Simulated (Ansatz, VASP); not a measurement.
**One calculation of BAs, two programs**

```
B As
1.0
     0.00000    2.26309    2.26309
     2.26309    0.00000    2.26309
     2.26309    2.26309    0.00000
B As
1 1
Direct
  0.00000 0.00000 0.00000
  0.75000 0.75000 0.75000
```

Alike in both runs: functional PBEsol; k mesh 10 × 10 × 10; no spin polarisation.

Ansatz relaxed the structure, and its values are those at the end. VASP's run is a single point on that final structure, the one shown.

|  | VASP | Ansatz |
| --- | --- | --- |
| version | VASP 6.6.1 | Ansatz 0.2.0 |
| potentials or method | VASP PAW PBE potentials, release 64 (B, As) | scalar-relativistic, plane waves, PAW |
| plane-wave cutoff (eV) | 520 | 420 |
| occupations | gaussian, width 0.01 eV | fixed |
| valence electrons in the cell | 8 | 18 |

```csv
,VASP,Ansatz,Ansatz less VASP
gap on the k mesh at the Fermi level (eV),0.91,0.92,+0.011
least direct gap on the mesh (eV),3.47,3.47,+0.002
```

The two sets of potentials don't hold the same shells in valence.

 Expect the measured gap to be larger: semilocal functionals such as PBEsol lack the derivative discontinuity. A k mesh can miss the band edges.
